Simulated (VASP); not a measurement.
The system is RbBr.

```xyz
2
Lattice="4.1261 0.0000 0.0000 0.0000 4.1261 0.0000 0.0000 0.0000 4.1261" Properties=species:S:1:pos:R:3 pbc="T T T"
Rb    0.0000    0.0000    0.0000
Br    2.0630    2.0630    2.0630
```

The cell comes from a database or a generator and needn't be the stable form of this composition.

```yaml
Program: VASP 6.6.1
Task: relaxation of cell and atoms
Functional: PBEsol
Potentials_or_basis: VASP PAW PBE potentials, release 64 (Rb_sv, Br)
Cutoff: 600 eV
k_mesh: 6 × 6 × 6
Occupations: gaussian, width 0.02 eV
Spin: no spin polarisation
```

At the start: pressure -0.6 GPa; volume 35.12 Å³/atom.

Question: Where does the relaxation end?

Answer: Over 4 steps the energy falls by 2.2 meV/atom and the volume is 33.87 Å³/atom (-3.6 %); space group Pm-3m (No. 221, to 0.05 Å).

Step by step:
| step | energy change (eV) | largest force (eV/Å) | pressure (GPa) | volume (Å³) |
| --- | --- | --- | --- | --- |
| 1 | 0.0000 | 0.0000 | -0.56 | 70.24 |
| 2 | -0.0033 | 0.0000 | -0.30 | 69.01 |
| 3 | -0.0045 | 0.0000 | 0.03 | 67.64 |
| 4 | -0.0045 | 0.0000 | 0.01 | 67.75 |

Final structure:
```
Rb Br
1.0
     4.07658    0.00000    0.00000
     0.00000    4.07658    0.00000
     0.00000    0.00000    4.07658
Rb Br
1 1
Direct
  0.00000 0.00000 0.00000
  0.50000 0.50000 0.50000
```

Caveat: the PAW data sets were made with another functional, which shifts forces and pressure a little.
